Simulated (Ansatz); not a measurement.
MnSi: a prediction, then the measurements

All numbers below come from DFT PBE, scalar-relativistic, plane waves, PAW (Ansatz 0.2.0).

Settings: cutoff 420 eV, Γ-centred mesh 8×8×8 on the computed 8-atom cell, Gaussian smearing of 0.10 eV; collinear spin from starting moments 1.1 1.1 1.1 1.1 0.0 0.0 0.0 0.0 μB.

Relaxed structure:

Space group P2_13 (No. 198). a = 4.518 Å, b = 4.518 Å, c = 4.518 Å, α = 90.00°, β = 90.00°, γ = 90.00°
```csv
atom,site,symmetry,x,y,z
Mn,4a,.3.,0.1364,0.1364,0.1364
Si,4a,.3.,0.8453,0.8453,0.8453
```

| Item | Value |
| --- | --- |
| Space group | P2_13 (No. 198) |
| Volume per atom | 77.8 bohr³ |
| Formation energy from the elements' standard states (uncorrected) | -0.452 eV/atom |
| Kohn–Sham band gap | none (metal) |
| Density of states at the Fermi level | 3.6 states/eV per cell |
| Orbital (Löwdin) character within 0.5 eV of the Fermi level | Mn 3d 90 % |
| Bulk modulus | 206 GPa |
| Its pressure derivative | 4.1 |
| Bader charge by site (e) | Mn (4 in the cell) 0.03, Si (4 in the cell) -0.03 |
| Total moment | 3.92 μB per cell |
| Moment by site (μB) | Mn1 0.99, Mn2 0.99, Mn3 0.99, Mn4 0.99 |

Only this magnetic start was tried.

**Against measurements.**

Against the measured lattice constant a of MnSi, 4.56 Å (quoted in “Inelastic Neutron and X-ray Scattering from Incommensurate Magnetic Systems”, 2011, arxiv:1103.0161), the calculated 4.518 Å is off by -0.9 %. The calculation is for 0 K without zero-point motion.

It was relaxed from a cell as deposited in COD. Löwdin shares on free-atom orbitals overweight diffuse shells.
